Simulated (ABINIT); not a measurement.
Runs of ABINIT 10.8.3 (patched build) on Ge. The structure is orthorhombic, space group Imma (No. 74). The conventional cell has a = 4.992 Å, b = 5.302 Å, c = 2.874 Å, α = 90.00°, β = 90.00°, γ = 90.00°. Around Ge (site symmetry mm2) lie 6 Ge at 2.68 to 2.87 Å. This isn't the form of Ge at room conditions, which is diamond.

```tsv
task	level	potentials or basis	cell	k mesh	cutoff (eV)	bands in the sums	broadening (eV)	scissor shift (eV)	tensor components	cell freedom (optcell)	gap on the mesh (eV)	pressure (GPa)	largest force (eV/Å)
single point	PBEsol	PseudoDojo NC SR PBEsol v0.4.1 standard	as given	8 × 8 × 8	952	-	-	-	-	-	none	-4.8	0.02
optical spectrum	PBEsol	PseudoDojo NC SR PBEsol v0.4.1 standard	as given	12 × 12 × 12	952	22	0.2	0	11 × 22 × 33	-	none	-4.8	0.06
single point	LDA	PseudoDojo NC SR LDA v0.4.1 standard	as given	8 × 8 × 8	1088	-	-	-	-	-	none	-4.4	0.02
single point	PBEsol	PseudoDojo NC SR PBEsol v0.4.1 standard	as given	8 × 8 × 8	1061	-	-	-	-	-	none	(a)	0.02
relaxation of cell and atoms	PBEsol	PseudoDojo NC SR PBEsol v0.4.1 standard	relaxed	8 × 8 × 8	1061	-	-	-	-	2	none	0.0	-
```

Alike in all rows: no spin polarisation; smearing fermi-dirac 0.05 eV.

**Question.** Estimate the missing entries.

**Answer.** (a) -2.6.

Caveats: the intraband (Drude) term is left out (some runs); spectra need much finer meshes, so this one isn't converged (some runs).

A k mesh can miss the band edges, and the runs leave out spin-orbit coupling on Ge.

A gap of «none» marks a metal or a gap under the smearing width.

Not every run made on this cell is shown here.
